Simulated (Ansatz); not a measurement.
One crystal and one scan (energy over volume and axial ratio) at two levels, PBE (plane waves to 420 eV, PAW, scalar-relativistic; Ansatz, a program for electronic structure) and r2SCAN (plane waves to 500 eV, PAW, scalar-relativistic; Ansatz), each from its own relaxed cell and on its own mesh.

The crystal is InN (wurtzite); volume and axial ratio are varied about the relaxed values (subscript 0).

Energies are smeared free energies. InN was relaxed with its symmetry unable to fall. As the atoms are clamped, bonds stretch with the cell, which overstates energies and stresses. With partly filled bands, the response to shear is sensitive to the k mesh, so small differences along c/a are uncertain. Both scans cover V/V₀ from 0.960 to 1.040 and (c/a)/(c/a)₀ from 0.880 to 1.120.

```
quantity                                                                                      run 1  run 2
--------------------------------------------------------------------------------------------  -----  -----
Lattice constant a (Å)                                                                        3.581  3.547
Lattice constant c (Å)                                                                        5.788  5.723
Relaxed volume (Å³/atom)                                                                      16.06  15.59
Modulus against c/a change at fixed volume, (3/4V)·∂²E/∂(ln c/a)² (fit, atoms clamped) (GPa)    110    125
```

### Question
Which run is which level?

### Answer
Run 1 is PBE, run 2 is r2SCAN. PBE gives the higher value for: lattice constant a; lattice constant c; relaxed volume. PBE gives the lower value for: modulus against c/a change at fixed volume. (PBE) At this level the bands of InN touch or barely overlap; measurements give the solid a gap. Neither level is exact: the differences show how much the result hangs on the functional.

(A scan under strain: stresses follow from slopes of the energy per volume, elastic moduli from its curvatures.)
